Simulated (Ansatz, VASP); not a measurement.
SiC: VASP beside Ansatz

File INCAR:

```
ALGO     = Normal         # electronic algorithm
EDIFF    = 1E-8           # SCF threshold, eV
ENCUT    = 520            # plane-wave cutoff, eV
GGA      = PS             # functional
ISIF     = 2              # what is computed and relaxed
ISMEAR   = -1             # smearing method
LASPH    = T              # aspherical terms in the spheres
LCHARG   = F              # write CHGCAR
LEFG     = T            
LREAL    = F              # projectors in reciprocal space
LWAVE    = F              # write WAVECAR
NBANDS   = 16             # bands
NELM     = 60             # most SCF steps
PREC     = Accurate       # precision mode
SIGMA    = 0.08           # smearing width, eV
```

The input KPOINTS:

```
k-points
0
Gamma
  15 15 8
```

The input POSCAR:

```
SiC
1.0
    3.0144782423      0.0000000000      0.0000000000
   -1.5072391211      2.6106147370      0.0000000000
    0.0000000000      0.0000000000      5.0480000000
Si C
2 2
Direct
    0.3333333333      0.6666666667      0.0000000000
    0.6666666667      0.3333333333      0.5000000000
    0.3333333333      0.6666666667      0.3850000000
    0.6666666667      0.3333333333      0.8850000000
```

Input for Ansatz:

```yaml
crystal:
  lattice:
    - [3.0144782423, 0.0, 0.0]
    - [-1.5072391211, 2.610614737, 0.0]
    - [0.0, 0.0, 5.048]
  atoms:
    - { symbol: Si, position: [0.3333333333, 0.6666666667, 0.0] }
    - { symbol: Si, position: [0.6666666667, 0.3333333333, 0.5] }
    - { symbol: C, position: [0.3333333333, 0.6666666667, 0.385] }
    - { symbol: C, position: [0.6666666667, 0.3333333333, 0.885] }
kpoints:
  mp_grid: { grid: [15, 15, 8] }
scf:
  occupations: { method: fermi_dirac, width: 0.08 }
hamiltonian:
  xc: pbesol
  pseudopotentials: { kind: all_electron, datasets: crystal }
output:
  forces: true
  stress: true
  eigenvalues: true
  efg: { contact_densities: true }
```

Change from the starting cell: equal xx and yy strain of -2 %, crystal datasets.

Alike in both runs: task electric field gradients; functional PBEsol; k mesh 15 × 15 × 8; occupations fermi-dirac, width 0.08 eV; no spin polarisation.

|  | VASP | Ansatz |
| --- | --- | --- |
| version | VASP 6.6.1 | Ansatz 0.2.0 |
| potentials or method | VASP PAW PBE potentials, release 64 (Si, C) | all-electron PAW with datasets made for the crystal, scalar-relativistic |
| plane-wave cutoff (eV) | 520 | see its input |

Ansatz gave:

```
pressure (GPa)                                                 : 10.6
largest component of the traceless stress (GPa)                : 11.94
rms of the force components (eV/Å)                             : 0.574
Vzz of the field gradient on the site that differs most (V/Å²) : 23.0
```

What did VASP give for the same quantities?

Pressure (GPa): 11.1; largest component of the traceless stress (GPa): 12.12; rms of the force components (eV/Å): 0.580; Vzz of the field gradient on the site that differs most (V/Å²): 24.6.

Atom by atom the forces differ by 0.005 eV/Å (rms over components). Ansatz ran all-electron here, so the differences hold the error of VASP's frozen core and of both bases.

Caveats: the PAW data sets were made with another functional, which shifts forces and pressure a little (VASP); an odd mesh through Γ misses points on the zone boundary, where band edges often lie.
